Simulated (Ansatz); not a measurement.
# ZnO: vacancy hop by nudged elastic band (Ansatz)

Launch command:

```bash
ansatz run input.yaml --threads 4 --pin off --max-ram 8192MiB --backend cpu --events-out ev --progress --plain --runs-dir out
```

input.yaml:

```yaml
crystal:
  lattice:
    - [6.49289848, 0.0, 0.0]
    - [-3.24644924, 5.62301503, 0.0]
    - [0.0, 0.0, 5.19907719]
  atoms:
    - { symbol: Zn, position: [0.16708532, 0.33634977, 0.00074051] }
    - { symbol: Zn, position: [0.33186066, 0.16683819, 0.49893243] }
    - { symbol: O, position: [0.17102271, 0.33785382, 0.38037553] }
    - { symbol: O, position: [0.33106258, 0.16256612, 0.88458923] }
    - { symbol: Zn, position: [0.16336481, 0.83358686, -0.00427516] }
    - { symbol: Zn, position: [0.3327815, 0.66265766, 0.49343041] }
    - { symbol: O, position: [0.16381222, 0.8322864, 0.3827896] }
    - { symbol: O, position: [0.32840143, 0.66513253, 0.88786573] }
    - { symbol: Zn, position: [0.66633761, 0.33226022, -0.00050623] }
    - { symbol: Zn, position: [0.82932334, 0.16908733, 0.50615505] }
    - { symbol: O, position: [0.66299333, 0.33180038, 0.38476454] }
    - { symbol: Zn, position: [0.66700719, 0.83372163, 0.00439954] }
    - { symbol: Zn, position: [0.82729524, 0.66503043, 0.50127172] }
    - { symbol: O, position: [0.66821954, 0.83683934, 0.38190061] }
    - { symbol: O, position: [0.82901908, 0.66484798, 0.87786075] }
kpoints:
  mp_grid: { grid: [3, 3, 3] }
magnetization:
  spin_polarized: false
scf:
  occupations: { method: cold, width: 0.15 }
hamiltonian:
  pseudopotentials: { kind: paw }
  xc: pbe
basis:
  ecutwfc: 420
neb:
  images: 5
  relax_end_points: true
  climbing: true
  f_tol: 0.05
  max_iterations: 40
  order_check: false
  final_atoms:
    - { symbol: Zn, position: [0.16708532, 0.33634977, 0.00074051] }
    - { symbol: Zn, position: [0.33186066, 0.16683819, 0.49893243] }
    - { symbol: O, position: [0.17102271, 0.33785382, 0.38037553] }
    - { symbol: O, position: [0.33106258, 0.16256612, 0.88458923] }
    - { symbol: Zn, position: [0.16336481, 0.83358686, -0.00427516] }
    - { symbol: Zn, position: [0.3327815, 0.66265766, 0.49343041] }
    - { symbol: O, position: [0.16381222, 0.8322864, 0.3827896] }
    - { symbol: O, position: [0.32840143, 0.66513253, 0.88786573] }
    - { symbol: Zn, position: [0.66633761, 0.33226022, -0.00050623] }
    - { symbol: Zn, position: [0.82932334, 0.16908733, 0.50615505] }
    - { symbol: O, position: [0.66299333, 0.33180038, 0.38476454] }
    - { symbol: Zn, position: [0.66700719, 0.83372163, 0.00439954] }
    - { symbol: Zn, position: [0.82729524, 0.66503043, 0.50127172] }
    - { symbol: O, position: [0.66821954, 0.83683934, 0.38190061] }
    - { symbol: O, position: [0.8323878, 0.16840198, 0.8771551] }
```

Origin of the cell: a database entry, scaled a little.

The cell is 2×2×1 cells of ZnO with one O taken out; atom 15 (O) hops into the empty site, 3.23 Å away before the end points are relaxed. All atoms were shaken by about 0.02 Å first.

Output (shortened):

```
Warning: neb: disabling space-group detection — the band's intermediate images generally break the endpoint symmetry, so no spatial operation reduces the k-mesh or symmetrises the density, ex […]
Pseudopotentials: kind: paw
Pseudopotential: Zn, paw, valence charge 12, recommended cutoff 420 eV (normal), Zn.paw.azcp
Pseudopotential: O, paw, valence charge 6, recommended cutoff 420 eV (normal), O.paw.azcp
Functional definition: PBE
  exchange = pbe_x(kappa = kappa, mu = beta*pi^2/3)
  correlation = pbe_c(beta = beta)
parallel-image band execution: 4 concurrent image workers
NEB image 0
Crystal: 15 atoms, lattice volume = 189.817 Å³
Basis set: ecut = 420 eV, 3689 PW (Γ), exchange–correlation on 90×90×72 points (8 copies of the dense FFT grid, shifted against one another)
Bands: 84, of which v1, the nominal top of the filled ones, is band 69 counted from 1 (68 counted from 0)
[… 6 lines left out …]
Initial density: superposition of atomic densities (neutral atoms: chi_scale 0, normalization atom), corrected by the library's trained network
Functional: x = pbe(κ = 0.804, μ = 0.219515), c = pbe(β = 0.066725)
SCF iter   1: F=—  HF=-30525.692575 eV  Δρ=2.66e-3  dr2=2.07e-2  defer=12
SCF iter   2: F=—  HF=-30525.694913 eV  S|Δr|=  6.30e-10  Δρ=1.39e-3  dr2=6.26e-3  defer=12
SCF iter   3: F=—  HF=-30525.693894 eV  S|Δr|=  4.40e-10  Δρ=6.52e-4  dr2=2.37e-3  defer=12
[… 3 lines left out …]
SCF iter   7: F=—  HF=-30525.693238 eV  S|Δr|=  7.50e-12  Δρ=2.75e-5  dr2=1.17e-6  defer=12
SCF iter   8: F=—  HF=-30525.693238 eV  S|Δr|=  1.25e-12  Δρ=1.00e-5  dr2=2.09e-7  defer=12
SCF iter   9: F=-30525.693238 eV  HF=-30525.693238 eV  S|Δr|=  2.08e-13  Δρ=4.80e-6  dr2=4.90e-8
NEB iter   1: max|band force component| = 1.153e2 eV/Å  barrier→ = 36.1365 eV  barrier← = 36.1365 eV  Δτ_max = 0.2000 Å  (77 SCF iters)
NEB iter   2: max|band force component| = 1.845e1 eV/Å  barrier→ = 5.7800 eV  barrier← = 5.7799 eV  Δτ_max = 0.1268 Å  (56 SCF iters)
NEB iter   3: max|band force component| = 1.242e1 eV/Å  barrier→ = 4.1499 eV  barrier← = 4.1499 eV  Δτ_max = 0.1387 Å  (50 SCF iters)
NEB iter   4: max|band force component| = 5.516e0 eV/Å  barrier→ = 2.4821 eV  barrier← = 2.4821 eV  Δτ_max = 0.0797 Å  (48 SCF iters)
NEB iter   5: max|band force component| = 2.793e0 eV/Å  barrier→ = 1.9552 eV  barrier← = 1.9552 eV  Δτ_max = 0.1152 Å  (46 SCF iters)
NEB iter   6: max|band force component| = 1.169e0 eV/Å  barrier→ = 1.7599 eV  barrier← = 1.7599 eV  Δτ_max = 0.1237 Å  (46 SCF iters)
NEB iter   7: max|band force component| = 6.448e-1 eV/Å  barrier→ = 1.7591 eV  barrier← = 1.7591 eV  Δτ_max = 0.1501 Å  (48 SCF iters)
NEB iter   8: max|band force component| = 4.378e-1 eV/Å  barrier→ = 1.7542 eV  barrier← = 1.7542 eV  CI = image 3  Δτ_max = 0.0782 Å  (46 SCF iters)
NEB iter   9: max|band force component| = 1.497e-1 eV/Å  barrier→ = 1.6898 eV  barrier← = 1.6898 eV  CI = image 3  Δτ_max = 0.0212 Å  (41 SCF iters)
NEB iter  10: max|band force component| = 9.014e-2 eV/Å  barrier→ = 1.6859 eV  barrier← = 1.6859 eV  CI = image 3  Δτ_max = 0.0179 Å  (38 SCF iters)
NEB iter  11: max|band force component| = 5.611e-2 eV/Å  barrier→ = 1.6838 eV  barrier← = 1.6838 eV  CI = image 3  Δτ_max = 0.0234 Å  (35 SCF iters)
NEB iter  12: max|band force component| = 1.335e-2 eV/Å  barrier→ = 1.6826 eV  barrier← = 1.6826 eV  CI = image 3  Δτ_max = 0.0000 Å  (36 SCF iters)
--- NEB band (7 images, 12 band iterations, 567 SCF iterations, 72 more in tests of the images' electronic states and relaxations of end points) ---
  forward barrier  = 1.682565 eV
  backward barrier = 1.682560 eV
  lagrangian_above_aufbau_ev (what the smearing adds, to first order; not taken off the barriers): saddle image -0.000000 eV, end points -0.000000 and -0.000000 eV
  climbing image's point = of an order that was not read
  energies are F+E_penalty+E_count in eV, relative to image 0
  image     s (Å)  Δ vs image 0  max|band force component| (eV/Å)
      0    0.0000      0.000000                                 —
      1    0.6723      0.519079                          5.453e-3
      2    1.3446      1.101051                          8.287e-3
  *   3    2.0170      1.682565                          1.335e-2
      4    2.6894      1.101003                          8.253e-3
      5    3.3617      0.519101                          4.957e-3
      6    4.0339      0.000005                                 —
```

The converged band:

```
image  path over all atoms (Å)  ΔF (eV)   O x     y  z (Å)
    0                     0.00    0.000  3.21  3.73   4.59
    1                     0.67    0.519  3.60  3.42   4.48
    2                     1.34    1.101  4.07  3.00   4.36
    3                     2.02    1.683  4.41  2.55   4.36
    4                     2.69    1.101  4.63  2.04   4.36
    5                     3.36    0.519  4.75  1.41   4.48
    6                     4.03    0.000  4.83  0.92   4.59
```

Relaxed start, forces in eV/Å:

```xyz
15
Lattice="6.493 0.000 0.000 -3.246 5.623 0.000 0.000 0.000 5.199" Properties=species:S:1:pos:R:3:forces:R:3 pbc="T T T" image=0
Zn   -0.146    1.795   -0.040    0.001    0.000    0.000
Zn    1.612    0.951    2.574    0.000   -0.001    0.000
O    -0.070    1.839    1.971    0.000    0.000   -0.001
O     1.612    0.967    4.588    0.000    0.000    0.001
Zn   -1.634    4.685   -0.023    0.000    0.000    0.000
Zn    0.001    3.740    2.574   -0.001    0.000    0.000
O    -1.634    4.685    1.975    0.000    0.000    0.000
O     0.015    3.733    4.588    0.000    0.000    0.001
Zn    3.371    1.795   -0.040   -0.001    0.001    0.000
Zn    4.858    0.936    2.901    0.000    0.000    0.002
O     3.294    1.839    1.971    0.000    0.000   -0.001
Zn    1.612    4.841   -0.040    0.000   -0.001    0.000
Zn    3.223    3.740    2.574    0.001    0.000    0.000
O     1.612    4.753    1.971    0.000    0.000   -0.001
O     3.209    3.732    4.588    0.000    0.000    0.000
```

Highest image (3), forces in eV/Å:

```xyz
15
Lattice="6.493 0.000 0.000 -3.246 5.623 0.000 0.000 0.000 5.199" Properties=species:S:1:pos:R:3:forces:R:3 pbc="T T T" image=3
Zn   -0.186    1.936   -0.051   -0.001    0.003   -0.002
Zn    1.450    0.843    2.577    0.008    0.004   -0.006
O    -0.092    1.908    1.950   -0.011   -0.005    0.001
O     1.448    0.842    4.584   -0.007   -0.004    0.001
Zn   -1.669    4.503   -0.051    0.002   -0.003   -0.002
Zn    0.068    3.794    2.605    0.004    0.002   -0.002
O    -1.645    4.598    1.950   -0.010   -0.007    0.001
O     0.215    3.879    4.613   -0.006   -0.004    0.007
Zn    2.981    1.727    0.109    0.010    0.006    0.000
Zn    4.820    0.996    2.752    0.013    0.004    0.001
O     3.113    1.803    2.026   -0.002   -0.001   -0.001
Zn    1.867    4.833   -0.042   -0.002   -0.001   -0.007
Zn    3.267    3.685    2.752    0.011    0.009    0.002
O     1.708    4.741    1.994   -0.004   -0.002    0.004
O     4.406    2.550    4.362   -0.004   -0.003    0.002
```

Relaxed end, forces in eV/Å:

```xyz
15
Lattice="6.493 0.000 0.000 -3.246 5.623 0.000 0.000 0.000 5.199" Properties=species:S:1:pos:R:3:forces:R:3 pbc="T T T" image=6
Zn   -0.011    1.875   -0.023    0.000    0.000   -0.001
Zn    1.625    0.930    2.574    0.000    0.000    0.000
O    -0.011    1.875    1.974    0.000    0.000    0.003
O     1.639    0.922    4.588   -0.003    0.002   -0.001
Zn   -1.768    4.609   -0.040   -0.001   -0.001    0.000
Zn   -0.010    3.764    2.574    0.000    0.000    0.000
O    -1.693    4.652    1.971    0.003    0.002    0.000
O    -0.010    3.780    4.588    0.000   -0.003   -0.001
Zn    3.236    2.031   -0.040    0.000   -0.001    0.000
Zn    4.846    0.930    2.574    0.001    0.001    0.000
O     3.236    1.943    1.971    0.000   -0.004    0.000
Zn    1.749    4.608   -0.040   -0.001    0.001    0.000
Zn    3.236    3.749    2.901    0.000    0.000    0.001
O     1.672    4.652    1.970   -0.003    0.002    0.001
O     4.832    0.922    4.588    0.003    0.002   -0.001
```

Barrier of this path: 1.68 eV forwards, 1.68 eV backwards, after 12 band iterations.

Caveats: the k mesh is coarse if the cell is a metal; a small cell with a neutral vacancy and no spin, whose shape can make like sites unlike; the cell is held at a rescaled volume, and strain moves barriers; the hop was drawn among near neighbours and need not be the easiest path; few images and a loose tolerance, and neither the top nor the ends were tested for their order.

Time: 11 min on 4 threads of Arm Neoverse V2, with other jobs on the host, peak memory 1.5 GiB, from the program's own first density.
